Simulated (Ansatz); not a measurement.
## SiC (F-43m), ideal shear of a crystal plane

Method: DFT PBE, scalar-relativistic, plane waves, PAW (Ansatz). Settings: plane waves to 420 eV, k-mesh 6×9×3 (Γ-centred), Gaussian smearing 0.05 eV. No spin polarisation. Energies are free energies at this smearing, counted from the undisturbed cell; pressure is positive in compression.

Zero of the scan (relaxed at this level):

```xyz
12
Lattice="4.3797 0.0000 0.0000 0.0000 2.1899 -2.1899 0.0000 6.5696 6.5696" Properties=species:S:1:pos:R:3 pbc="T T T"
Si    0.0000    1.6423    1.6423
Si    2.1899    3.8322    1.6423
Si    0.0000    3.8322    3.8322
Si    2.1899    6.0220    3.8322
Si    0.0000    6.0220    6.0220
Si    2.1899    1.6423   -0.5476
C     3.2848    2.7372    2.7372
C     1.0949    4.9271    2.7372
C     3.2848    4.9271    4.9271
C     1.0949    7.1169    4.9271
C     3.2848    0.5474    0.5474
C     1.0949    2.7372    0.5474
```

The cut lies on the cell's a–b face, a (0 -1 1) plane (indices in the standard cell, whose axes needn't be the Cartesian ones shown) of area 13.56 Å², between layers 1.55 Å apart. Vector c is tilted by f times 1·a + 0·b (length 4.380 Å) with the atoms' Cartesian places fixed: one unrelaxed fault a cell. The traction is dγ/du, the slope of γ against the slip u in Å. Some rows repeat others by symmetry and weren't run.

```csv
f,γ (mJ/m²),traction (GPa)
0.0000,0,0.0
0.1000,1642,71.0
0.2000,5462,89.9
0.3000,8428,38.9
0.4000,9409,12.1
0.5000,9724,0.0
0.6000,9409,-12.1
0.7000,8428,-38.9
0.8000,5462,-89.9
0.9000,1642,-71.0
```

Problem. Read off the first barrier and the stress needed to climb it, and compare with Frenkel's sinusoid.

Solution. The first sampled maximum lies at f = 0.500, a slip of 2.19 Å, with γ ≈ 9724 mJ/m², which stands in for the unstable fault energy γ_us, and the steepest sampled slope before it is 89.9 GPa. A sinusoid γ = γ_us sin²(πu/λ) with its maximum there has λ = 4.38 Å and a largest slope πγ_us/λ = 69.8 GPa (1 mJ/m² per Å = 0.01 GPa).

Problem. Is there a metastable fault on this line?

Solution. Apart from points where γ returns to about zero, no local minimum shows among the samples, so at this sampling the line offers no fault for a dislocation to split on; a fault can still lie off the line.

The cut is rigid; relaxing the faces lowers these energies and usually the stresses.

The gap closes along the scan, which can put kinks into the curve.

Cost: 6 runs of about 1 core-minutes in all, on Intel Xeon 6975P-C (Granite Rapids) (shared hosts).